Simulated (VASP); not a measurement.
# PtS2 (P-3m1) in VASP: notebook

The runs below take PtS2 through G0W0 quasiparticle levels, band structure, with PBE, PBE-EpsX, r2SCAN50.

Everything below comes from runs of VASP 6.6.1. Logs are shortened: lines on timing, memory, paths and dates and some standing lists are left out, and cuts for length are marked.

## Step 1: The crystal as given

Symmetry: P-3m1, No. 164, trigonal system. Conventional cell: a = 3.543 Å, b = 3.543 Å, c = 5.039 Å, α = 90.00°, β = 90.00°, γ = 120.00°. Around Pt (site symmetry -3m) lie 6 S at 2.34 Å. S (site symmetry 3m) is surrounded by 3 Pt at 2.34 Å.

## Step 2: G0W0 quasiparticle levels, PBE

Input file POSCAR:

```
PtS2
1.0
    3.5432000000      0.0000000000      0.0000000000
   -1.7716000000      3.0685012107      0.0000000000
    0.0000000000      0.0000000000      5.0388000000
Pt S
1 2
Direct
    0.0000000000      0.0000000000      0.0000000000
    0.6666666667      0.3333333333      0.7730000000
    0.3333333333      0.6666666667      0.2270000000
```

Input file INCAR.step1:

```
ALGO = Normal
EDIFF = 1E-8
ENCUT = 450
GGA = PE
ISMEAR = 0
LASPH = T
LCHARG = F
LREAL = F
LWAVE = T
NELM = 80
PREC = Accurate
SIGMA = 0.01
```

Input file INCAR.step2:

```
ALGO = Exact
EDIFF = 1E-8
ENCUT = 450
GGA = PE
ISMEAR = 0
ISTART = 1
LASPH = T
LCHARG = F
LOPTICS = T
LREAL = F
LWAVE = T
NBANDS = 339
NELM = 1
PREC = Accurate
SIGMA = 0.01
```

Input file INCAR.step3:

```
ALGO = EVGW0
EDIFF = 1E-8
ENCUT = 450
ENCUTGW = 150
GGA = PE
ISMEAR = 0
ISTART = 1
LASPH = T
LCHARG = F
LREAL = F
LWAVE = F
NBANDS = 339
NBANDSGW = 19
NELMGW = 1
NOMEGA = 48
PREC = Accurate
PRECFOCK = Fast
SIGMA = 0.01
```

Input file KPOINTS:

```
k-points
0
Gamma
  3 3 2
```

Potentials or basis: VASP PAW PBE potentials, release 64 (Pt_GW, S_GW).

Started as:

```
> cat potpaw_PBE.64/Pt_GW/POTCAR potpaw_PBE.64/S_GW/POTCAR > POTCAR
> cp INCAR.step1 INCAR
> mpirun -np 1 vasp_std > vasp.out
> cp INCAR.step2 INCAR
> mpirun -np 1 vasp_std > vasp.out
> cp INCAR.step3 INCAR
> mpirun -np 1 vasp_std > vasp.out
```

OUTCAR:

```text
EDIFF = 1E-8
   ENCUT = 450
   ENCUTGW = 150
   GGA = PE
   ISMEAR = 0
   ISTART = 1
   LASPH = T
   LREAL = F
   NELMGW = 1
   PREC = Accurate
   PRECFOCK = Fast

 Found      6 irreducible k-points:

 Following reciprocal coordinates:
            Coordinates               Weight
  0.000000  0.000000  0.000000      1.000000
  0.333333 -0.000000  0.000000      6.000000
  0.333333  0.333333  0.000000      2.000000
  0.000000  0.000000  0.500000      1.000000
  0.333333 -0.000000  0.500000      6.000000
  0.333333  0.333333  0.500000      2.000000
   k-points           NKPTS =      6   k-points in BZ     NKDIM =     18   number of bands    NBANDS=    339
   number of dos      NEDOS =    301   number of ions     NIONS =      3
   total plane-waves  NPLWV =  28224
   dimension x,y,z NGX =    28 NGY =   28 NGZ =   36
   dimension x,y,z NGXF=    56 NGYF=   56 NGZF=   72
   ions per type =               1   2
   NGX,Y,Z   is equivalent  to a cutoff of  13.14, 13.14, 11.88 a.u.
   NGXF,Y,Z  is equivalent  to a cutoff of  26.28, 26.28, 23.76 a.u.
 SYSTEM =  unknown system
   PREC   = accura    normal or accurate (medium, high low for compatibility)
   ISTART =      1    job   : 0-new  1-cont  2-samecut
   ICHARG =      0    charge: 1-file 2-atom 10-const
   ISPIN  =      1    spin polarized calculation?
   LNONCOLLINEAR =      F non collinear calculations
   LSORBIT =      F    spin-orbit coupling
   LASPH  =      T    aspherical Exc in radial PAW
   ENCUT  =  450.0 eV  33.07 Ry    5.75 a.u.   6.13  6.13  8.72*2*pi/ulx,y,z
   NELM   =     60;   NELMIN=  2; NELMDL=  0     # of ELM steps
   EDIFF  = 0.1E-07   stopping-criterion for ELM
   LREAL  =      F    real-space projection
   EDIFFG = 0.1E-06   stopping-criterion for IOM
   NSW    =      0    number of steps for IOM
   IBRION =     -1    ionic relax: 0-MD 1-quasi-New 2-CG
   NFREE  =      0    steps in history (QN), initial steepest desc. (CG)
   ISIF   =      0    stress and relaxation
   ISYM   =      3    0-nonsym 1-usesym 2-fastsym
   POTIM  = 0.5000    time-step for ionic-motion
   TEBEG  =    0.0;   TEEND  =   0.0 temperature during run
   PSTRESS=    0.0 pullay stress
   NELECT =      22.0000    total number of electrons
   NUPDOWN=      -1.0000    fix difference up-down
   EMIN   =  10.00;   EMAX   =-10.00  energy-range for DOS
   EFERMI =   0.00;   METHOD = LEGACY
   ISMEAR =     0;   SIGMA  =   0.01  broadening in eV -4-tet -1-fermi 0-gaus
   EFERMI_NEDOS =   21; number of points for ismear=-14 and -15
   IALGO  =     38    algorithm
   IMIX   =      4    mixing-type and parameters
     AMIX     =   0.40;   BMIX     =  1.00
     AMIX_MAG =   1.60;   BMIX_MAG =  1.00
  volume/ion in A,a.u.               =      18.26       123.23
  Fermi-wavevector in a.u.,A,eV,Ry     =   1.207812  2.282434 19.848315  1.458810
  Thomas-Fermi vector in A             =   2.343439
   LORBIT       =      0    0 simple, 1 ext, 2 COOP (PROOUT), +10 PAW based schemes
   GGA     = PE    functional components
   LHFCALC =     T    Hartree Fock is set to
   PRECFOCK=fast      Normal, Fast or Accurate (Low or Medium for compatibility)
   ENCUT4O =  -1.0   cutoff for four orbital integrals eV
   NKREDX  =     1    reduce k-point grid by
   NKREDY  =     1    reduce k-point grid by
   NKREDZ  =     1    reduce k-point grid by
   AEXX    =    1.0000 exact exchange contribution
   HFSCREEN=    0.0000 screening length (either q_TF or 0.3 A-1)
   HFSCREENC=   0.0000 screening length for correlation (either q_TF or 0.3 A-1)
   ENCUTFOCK=  -1.0 apply spherical cutoff to Coloumb kernel
   IVDW    =     0    specifies the selected vdW correction
   LEPSILON=     F    determine dielectric tensor
   LRPA    =     F    only Hartree local field effects (RPA)
   LRPAFORCE           =     F    calculate RPA forces
   ENCUTGW             = 150.0    cutoff for response function in eV
   ENCUTGWSOFT         = 120.0    soft cutoff for Coulomb kernel in GW response function in eV
   ENCUTLF             =  -1.0    cutoff for local field effects
[... 33 lines left out ...]
      4       0.3857      -0.2492     -14.1133     -13.2407     -17.8005       0.7275       2.0000       0.4020
      5       1.1780       0.5211     -13.7196     -12.8228     -17.2469       0.7324       2.0000       0.3984
      6       1.2905       0.5645     -13.3044     -12.3145     -17.2889       0.7334       2.0000       0.4495
[... 11 lines left out ...]
     18      16.1436      16.3545     -11.3633     -11.6411      -5.5200       0.7591       0.0000      -0.3207
     19      17.8730      18.0586     -11.0924     -11.3349      -5.0558       0.7652       0.0000      -0.3990

 k-point   3 :       0.3333    0.3333    0.0000
  band No.  KS-energies  QP-energies   sigma(KS)   V_xc(KS)     V^pw_x(r,r')   Z            occupation Imag(sigma)

      1      -6.5819      -7.0106     -14.5432     -13.8876     -21.4458       0.6540       2.0000       0.9886
      2      -6.5819      -7.0106     -14.5432     -13.8876     -21.4458       0.6540       2.0000       0.9886
      3      -0.1189      -0.7953     -13.4080     -12.4914     -17.1599       0.7379       2.0000       0.5247
      4       0.3775      -0.3313     -13.4752     -12.5052     -17.4308       0.7307       2.0000       0.4293
      5       0.3775      -0.3313     -13.4752     -12.5052     -17.4308       0.7307       2.0000       0.4293
      6       2.1370       1.4910     -13.8717     -12.9846     -17.6023       0.7283       2.0000       0.3740
[... 11 lines left out ...]
     18      17.3449      17.6413     -11.3412     -11.7195      -5.0797       0.7835       0.0000      -0.5116
     19      17.7943      18.0930     -11.6694     -12.0568      -5.3302       0.7708       0.0000      -0.5078

 k-point   4 :       0.0000    0.0000    0.5000
  band No.  KS-energies  QP-energies   sigma(KS)   V_xc(KS)     V^pw_x(r,r')   Z            occupation Imag(sigma)

      1      -8.5791      -8.8484     -13.7567     -13.3381     -21.5096       0.6435       2.0000       1.3276
      2      -6.3063      -6.7782     -14.1500     -13.4435     -21.0323       0.6679       2.0000       1.1530
      3      -0.2998      -0.9320     -14.0450     -13.1581     -18.0522       0.7128       2.0000       0.4517
      4      -0.2998      -0.9320     -14.0450     -13.1581     -18.0522       0.7128       2.0000       0.4517
      5       1.0734       0.4041     -13.7697     -12.8393     -18.3097       0.7194       2.0000       0.4763
      6       2.7200       1.9779     -13.9482     -12.9030     -18.0279       0.7101       2.0000       0.2397
[... 11 lines left out ...]
     18      16.2883      16.1622      -9.3789      -9.2162      -3.9896       0.7752       0.0000      -0.2506
     19      17.8446      17.9801     -10.8613     -11.0409      -5.1094       0.7546       0.0000      -0.3183

 k-point   5 :       0.3333   -0.0000    0.5000
  band No.  KS-energies  QP-energies   sigma(KS)   V_xc(KS)     V^pw_x(r,r')   Z            occupation Imag(sigma)

      1      -7.3619      -7.7572     -14.2291     -13.6215     -21.3837       0.6506       2.0000       1.0843
      2      -6.5042      -6.9345     -14.4339     -13.7809     -21.3647       0.6591       2.0000       1.0421
      3      -0.3931      -1.0990     -13.2355     -12.2618     -17.6138       0.7250       2.0000       0.5916
      4       0.3379      -0.2951     -14.0796     -13.2054     -17.8062       0.7241       2.0000       0.4129
      5       0.6665      -0.0002     -13.5588     -12.6546     -17.2438       0.7373       2.0000       0.4772
      6       2.1208       1.4026     -13.7259     -12.7321     -17.8248       0.7226       2.0000       0.3336
[... 11 lines left out ...]
     18      17.0657      17.4161     -11.8886     -12.3498      -5.8193       0.7597       0.0000      -0.4175
     19      18.1413      18.3342     -11.2911     -11.5430      -5.2774       0.7658       0.0000      -0.4080

 k-point   6 :       0.3333    0.3333    0.5000
  band No.  KS-energies  QP-energies   sigma(KS)   V_xc(KS)     V^pw_x(r,r')   Z            occupation Imag(sigma)

      1      -6.5646      -6.9888     -14.5579     -13.9108     -21.4620       0.6555       2.0000       0.9866
      2      -6.5646      -6.9888     -14.5579     -13.9108     -21.4620       0.6555       2.0000       0.9866
      3       0.1604      -0.5704     -13.2593     -12.2549     -17.2951       0.7275       2.0000       0.4572
      4       0.1604      -0.5704     -13.2593     -12.2549     -17.2951       0.7275       2.0000       0.4572
      5       0.2052      -0.4468     -13.6781     -12.7892     -17.2706       0.7334       2.0000       0.4692
      6       2.3307       1.7213     -14.1036     -13.2671     -17.4454       0.7285       2.0000       0.3255
[... 11 lines left out ...]
     18      17.2992      17.4383     -10.9707     -11.1543      -5.1629       0.7576       0.0000      -0.2984
     19      17.2992      17.4383     -10.9707     -11.1543      -5.1629       0.7576       0.0000      -0.2984
```

Run time: 3.6 min. Hardware: 1 thread of Intel Xeon Platinum 8488C (Sapphire Rapids), shared host; peak memory 0.4 GiB.

These settings aren't checked as converged: the numbers below hold their error.

Results:

```
Band gap on the k mesh, mean-field level : 1.18 eV, indirect (least direct gap 2.40 eV)
Quasiparticle gap                        : 1.72 eV
Least direct quasiparticle gap           : 3.05 eV
```

Caveat: the k mesh is coarse (spacing up to 0.68 Å⁻¹), so the values aren't converged; bands, screening cutoff and mesh are small and nothing is extrapolated, so the quasiparticle values aren't converged; spin-orbit coupling is left out, which moves the levels of the heavy elements; an odd mesh through Γ misses points on the zone boundary, where band edges often lie.

## Step 3: Band structure, PBE-EpsX

POSCAR is that of step 2.

Input file INCAR.step1:

```
SYSTEM = PtS2
PREC = Accurate
ENCUT = 520
EDIFF = 1E-8
ISMEAR = -1
SIGMA = 0.05
LREAL = .False.
LASPH = .True.
NELM = 80
ALGO = Normal
ISIF = 2
LWAVE = .False.
LCHARG = .False.
LMAXMIX = 4
GGA = PE
LEPSILON = .True.
```

Input file KPOINTS.step1:

```
Automatic mesh
0
G
  9 9 5
  0 0 0
```

Input file INCAR.step2:

```
SYSTEM = PtS2
PREC = Accurate
ENCUT = 520
EDIFF = 1E-5
ISMEAR = -1
SIGMA = 0.05
LREAL = .False.
LASPH = .True.
NELM = 80
ALGO = Normal
ISIF = 2
LWAVE = .True.
LCHARG = .False.
LMAXMIX = 4
GGA = PE
```

Input file KPOINTS.step2:

```
Automatic mesh
0
Gamma
  5 5 3
  0 0 0
```

Input file INCAR.step3:

```
SYSTEM = PtS2
PREC = Accurate
ENCUT = 520
EDIFF = 1E-7
ISMEAR = -1
SIGMA = 0.05
LREAL = .False.
LASPH = .True.
NELM = 80
ALGO = Normal
ISIF = 2
LWAVE = .False.
LCHARG = .False.
LMAXMIX = 4
GGA = PE
LHFCALC = .True.
AEXX = 0.0654
PRECFOCK = Normal
ISTART = 1
```

Input file KPOINTS.step3:

```
Automatic mesh
0
Gamma
  5 5 3
  0 0 0
```

Input file KPOINTS_OPT:

```
path GMKGALHA,LM,KH
8
line-mode
reciprocal
 0.0000000000  0.0000000000  0.0000000000  G
 0.5000000000  0.0000000000  0.0000000000  M

 0.5000000000  0.0000000000  0.0000000000  M
 0.3333333333  0.3333333333  0.0000000000  K

 0.3333333333  0.3333333333  0.0000000000  K
 0.0000000000  0.0000000000  0.0000000000  G

 0.0000000000  0.0000000000  0.0000000000  G
 0.0000000000  0.0000000000  0.5000000000  A

 0.0000000000  0.0000000000  0.5000000000  A
 0.5000000000  0.0000000000  0.5000000000  L

 0.5000000000  0.0000000000  0.5000000000  L
 0.3333333333  0.3333333333  0.5000000000  H

 0.3333333333  0.3333333333  0.5000000000  H
 0.0000000000  0.0000000000  0.5000000000  A

 0.5000000000  0.0000000000  0.5000000000  L
 0.5000000000  0.0000000000  0.0000000000  M

 0.3333333333  0.3333333333  0.0000000000  K
 0.3333333333  0.3333333333  0.5000000000  H
```

Potentials or basis: VASP PAW PBE potentials, release 64 (Pt, S).

Started as:

```
> cat potpaw_PBE.64/Pt/POTCAR potpaw_PBE.64/S/POTCAR > POTCAR
> cp INCAR.step1 INCAR
> cp KPOINTS.step1 KPOINTS
> mpirun -np 1 vasp_std > vasp.out
> cp INCAR.step2 INCAR
> cp KPOINTS.step2 KPOINTS
> mpirun -np 1 vasp_std > vasp.out
> cp INCAR.step3 INCAR
> cp KPOINTS.step3 KPOINTS
> mpirun -np 1 vasp_std > vasp.out
```

Wall time 57 min (1 thread of Intel Xeon Platinum 8559C (Emerald Rapids), shared host); peak memory 0.38 GiB.

The run converged. Its results:

```yaml
Free_energy: -16.5477 eV
Pressure: 9.8 GPa
Largest_force: 1.137 eV/Å
```

Forces on the atoms (eV/Å):
```
Pt   0.000  0.000  0.000
S    0.000  0.000 -1.137
S    0.000  0.000  1.137
```

Stress tensor (GPa, compression positive):
```
10.11  0.00  0.00
 0.00 10.11  0.00
 0.00  0.00  9.16
```

Levels at the corners of the path, in eV from the valence-band top:
| point | band 7 | band 8 | band 9 | band 10 | band 11 | band 12 | band 13 | band 14 | band 15 |
| --- | --- | --- | --- | --- | --- | --- | --- | --- | --- |
| Γ | -4.22 | -1.97 | -1.18 | -1.18 | -0.11 | 2.80 | 2.80 | 5.16 | 6.21 |
| M | -3.51 | -3.48 | -3.41 | -3.06 | -2.43 | 2.14 | 3.22 | 5.95 | 6.96 |
| M | -3.51 | -3.48 | -3.41 | -3.06 | -2.43 | 2.14 | 3.22 | 5.95 | 6.96 |
| K | -4.72 | -3.85 | -2.71 | -1.57 | -1.57 | 1.37 | 1.37 | 6.14 | 8.52 |
| K | -4.72 | -3.85 | -2.71 | -1.57 | -1.57 | 1.37 | 1.37 | 6.14 | 8.52 |
| Γ | -4.22 | -1.97 | -1.18 | -1.18 | -0.11 | 2.80 | 2.80 | 5.16 | 6.21 |
| Γ | -4.22 | -1.97 | -1.18 | -1.18 | -0.11 | 2.80 | 2.80 | 5.16 | 6.21 |
| A | -4.18 | -2.50 | -1.31 | -1.31 | -0.97 | 3.30 | 3.30 | 5.87 | 7.87 |
| A | -4.18 | -2.50 | -1.31 | -1.31 | -0.97 | 3.30 | 3.30 | 5.87 | 7.85 |
| L | -3.48 | -3.40 | -3.11 | -2.81 | -1.34 | 2.44 | 2.74 | 5.83 | 5.98 |
| L | -3.48 | -3.40 | -3.11 | -2.81 | -1.34 | 2.44 | 2.74 | 5.83 | 5.98 |
| H | -4.47 | -3.70 | -3.58 | -1.96 | -1.96 | 2.60 | 2.60 | 7.78 | 8.39 |
| H | -4.47 | -3.70 | -3.58 | -1.96 | -1.96 | 2.60 | 2.60 | 7.78 | 8.39 |
| A | -4.18 | -2.50 | -1.31 | -1.31 | -0.97 | 3.30 | 3.30 | 5.87 | 7.85 |
| L | -3.48 | -3.40 | -3.11 | -2.81 | -1.34 | 2.44 | 2.74 | 5.83 | 5.98 |
| M | -3.51 | -3.48 | -3.41 | -3.06 | -2.43 | 2.14 | 3.22 | 5.95 | 6.96 |
| K | -4.72 | -3.85 | -2.71 | -1.57 | -1.57 | 1.37 | 1.37 | 6.14 | 8.52 |
| H | -4.47 | -3.70 | -3.58 | -1.96 | -1.96 | 2.60 | 2.60 | 7.78 | 8.39 |

Caveat: an unscreened hybrid on a path of extra k points without a Coulomb cutoff has errors near the mesh points, so the bands along the path aren't reliable; the PAW data sets were made with another functional, which shifts forces and pressure a little; spin-orbit coupling is left out, which moves the levels of the heavy elements.

## Step 4: Band structure, r2SCAN50

POSCAR is that of step 3.

Input file INCAR.step1:

```
SYSTEM = PtS2
ALGO = Normal ; EDIFF = 1E-5
ENCUT = 520 ; GGA = PE
ISIF = 2 ; ISMEAR = -1
LASPH = .TRUE. ; LCHARG = .FALSE.
LMAXMIX = 4 ; LREAL = .FALSE.
LWAVE = .TRUE. ; NELM = 100
PREC = Accurate ; SIGMA = 0.05
```

Input file INCAR.step2:

```
SYSTEM = PtS2
AEXX = 0.5 ; ALGO = Normal
EDIFF = 1E-6 ; ENCUT = 520
HFRCUT = -1 ; ISIF = 2
ISMEAR = -1 ; ISTART = 1
LASPH = .TRUE. ; LCHARG = .FALSE.
LHFCALC = .TRUE. ; LMAXMIX = 4
LMIXTAU = .TRUE. ; LREAL = .FALSE.
LWAVE = .FALSE. ; METAGGA = R2SCAN
NELM = 100 ; PREC = Accurate
PRECFOCK = Fast ; SIGMA = 0.05
```

Input file KPOINTS:

```
k-points
0
G
  5 5 3
  0 0 0
```

Changes to KPOINTS_OPT since step 3:

```diff
@@ -1,3 +1,3 @@
 path GMKGALHA,LM,KH
-8
+12
 line-mode
```

Started as:

```
> cat potpaw_PBE.64/Pt/POTCAR potpaw_PBE.64/S/POTCAR > POTCAR
> cp INCAR.step1 INCAR
> mpirun -np 1 vasp_std > vasp.out
> cp INCAR.step2 INCAR
> mpirun -np 1 vasp_std > vasp.out
```

It took 35 min on 1 thread of AMD EPYC 9R45 (Zen 5), shared host; peak memory 0.2 GiB.

Results (log left out):

- Free energy: -52.7245 eV
- Pressure: 1.7 GPa
- Largest force: 0.547 eV/Å
- Band gap on the k mesh: 3.89 eV, indirect (least direct gap 4.43 eV)
- Band gap along the path: 3.64 eV, indirect (least direct gap 4.47 eV)

Forces in eV/Å, atoms in the order of the input:
```
Pt   0.000  0.000  0.000
S    0.000  0.000 -0.547
S    0.000  0.000  0.547
```

Stress tensor (GPa, compression positive):
```
-0.04  0.00  0.00
 0.00 -0.04  0.00
 0.00  0.00  5.27
```

Levels at the corners of the path, in eV from the valence-band top:
| point | band 9 | band 10 | band 11 | band 12 | band 13 | band 14 |
| --- | --- | --- | --- | --- | --- | --- |
| Γ | -1.35 | -1.35 | -0.01 | 5.28 | 5.28 | 7.78 |
| M | -4.25 | -3.82 | -3.41 | 4.68 | 6.00 | 8.86 |
| M | -4.25 | -3.82 | -3.41 | 4.68 | 6.00 | 8.86 |
| K | -3.24 | -2.64 | -2.64 | 3.78 | 3.78 | 9.09 |
| K | -3.24 | -2.64 | -2.64 | 3.78 | 3.78 | 9.09 |
| Γ | -1.35 | -1.35 | -0.01 | 5.28 | 5.28 | 7.78 |
| Γ | -1.35 | -1.35 | -0.01 | 5.28 | 5.28 | 7.78 |
| A | -1.88 | -1.56 | -1.56 | 5.96 | 5.96 | 8.68 |
| A | -1.88 | -1.56 | -1.56 | 5.96 | 5.96 | 8.68 |
| L | -4.08 | -3.86 | -1.84 | 4.97 | 5.46 | 8.83 |
| L | -4.08 | -3.86 | -1.84 | 4.97 | 5.46 | 8.83 |
| H | -4.36 | -3.29 | -3.29 | 5.28 | 5.28 | 11.45 |
| H | -4.36 | -3.29 | -3.29 | 5.28 | 5.28 | 11.41 |
| A | -1.88 | -1.56 | -1.56 | 5.96 | 5.96 | 8.68 |
| L | -4.08 | -3.86 | -1.84 | 4.97 | 5.46 | 8.83 |
| M | -4.25 | -3.82 | -3.41 | 4.68 | 6.00 | 8.86 |
| K | -3.24 | -2.64 | -2.64 | 3.78 | 3.78 | 9.09 |
| H | -4.36 | -3.29 | -3.29 | 5.28 | 5.28 | 11.41 |

Caveat: the PAW data sets were made with another functional, which shifts forces and pressure a little; spin-orbit coupling is left out, which moves the levels of the heavy elements; the mesh misses the band edges, which the band path finds closer together.

## Step 5: For comparison

An earlier run on the cell as given: functional PBEsol; potentials or basis VASP PAW PBE potentials, release 64 (Pt, S); cutoff 520 eV; k mesh 9 × 9 × 5; occupations fermi-dirac, width 0.05 eV; no spin polarisation.

* Pressure: 6.1 GPa
* Largest force: 0.930 eV/Å
* Band gap on the k mesh: 0.96 eV, indirect (least direct gap 1.00 eV)

## Step 6: The runs side by side

| task | level | k mesh | grid for exact exchange (PRECFOCK) | exchange at q = 0 | share of exact exchange | ladder | gap on the mesh (eV) | pressure (GPa) | largest force (eV/Å) |
| --- | --- | --- | --- | --- | --- | --- | --- | --- | --- |
| band structure | PBE-EpsX | 5 × 5 × 3 | Normal | default | 0.0654 | - | - | 9.8 | 1.14 |
| band structure | r2SCAN50 | 5 × 5 × 3 | Fast | truncated | - | - | 3.89 | 1.7 | 0.55 |
| single point | PBEsol | 9 × 9 × 5 | - | - | - | free | 0.96 | 6.1 | 0.93 |

Alike in all rows: potentials or basis VASP PAW PBE potentials, release 64 (Pt, S); no spin polarisation; cell as given; cutoff (eV) 520; smearing fermi-dirac 0.05 eV.

The pressure there spans 1.7 GPa (r2SCAN50) to 9.8 GPa (PBE-EpsX); a positive pressure means that this level wants a larger cell, a negative one a smaller.

Caveats: the PAW data sets were made with another functional, which shifts forces and pressure a little; spin-orbit coupling is left out, which moves the levels of the heavy elements; an unscreened hybrid on a path of extra k points without a Coulomb cutoff has errors near the mesh points, so the bands along the path aren't reliable (some runs); the mesh misses the band edges, which the band path finds closer together (some runs); an odd mesh through Γ misses points on the zone boundary, where band edges often lie (some runs).

Absolute energies hang on the potentials; compare differences alone.
